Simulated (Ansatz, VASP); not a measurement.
## BN in VASP and in Ansatz

The input INCAR:

```
PREC = Accurate
ENCUT = 520
EDIFF = 1E-7
ISMEAR = 0
SIGMA = 0.05
LREAL = F
LASPH = T
NELM = 80
ALGO = Normal
ISIF = 2
LWAVE = F
LCHARG = F
GGA = PE
NBANDS = 11
```

File KPOINTS:

```
regular mesh
0
Gamma
  12 12 12
```

POSCAR

```
BN
1.0
    0.0000000000      1.6305850863      1.9560761592
    1.9560761592      0.0000000000      1.9560761592
    1.9560761592      1.6305850863      0.0000000000
B N
1 1
Direct
    0.0000000000      0.0000000000      0.0000000000
    0.7500000000      0.7500000000      0.7500000000
```

Input for Ansatz:

```yaml
crystal:
  lattice:
    - [0.0, 1.6305850863, 1.9560761592]
    - [1.9560761592, 0.0, 1.9560761592]
    - [1.9560761592, 1.6305850863, 0.0]
  atoms:
    - { symbol: B, position: [0.0, 0.0, 0.0] }
    - { symbol: "N", position: [0.75, 0.75, 0.75] }
basis:
  ecutwfc: 520.0
kpoints:
  mp_grid: { grid: [12, 12, 12] }
hamiltonian:
  xc: pbe
scf:
  occupations: { method: gaussian, width: 0.05 }
output:
  forces: true
  stress: true
  eigenvalues: true
```

Alike in both runs: task single point; functional PBE; k mesh 12 × 12 × 12; occupations gaussian, width 0.05 eV; no spin polarisation.

|  | VASP | Ansatz |
| --- | --- | --- |
| version | VASP 6.6.1 | Ansatz 0.2.0 |
| potentials or method | VASP PAW PBE potentials, release 64 (B, N) | scalar-relativistic, plane waves, PAW |
| plane-wave cutoff (eV) | 520 | 520 |
| valence electrons in the cell | 8 | 8 |

Ansatz gave:

```
gap on the k mesh at the Fermi level (eV)       : 1.96
least direct gap on the mesh (eV)               : 7.14
pressure (GPa)                                  : -16.7
largest component of the traceless stress (GPa) : 54.49
```

Question: Estimate VASP's values.

Answer: gap on the k mesh at the Fermi level (eV): 1.95; least direct gap on the mesh (eV): 7.13; pressure (GPa): -16.6; largest component of the traceless stress (GPa): 54.52.

Caveats: so large a pressure means that the cell lies far from this level's equilibrium, or that cutoff or potentials fall short (VASP). A k mesh can miss the band edges.
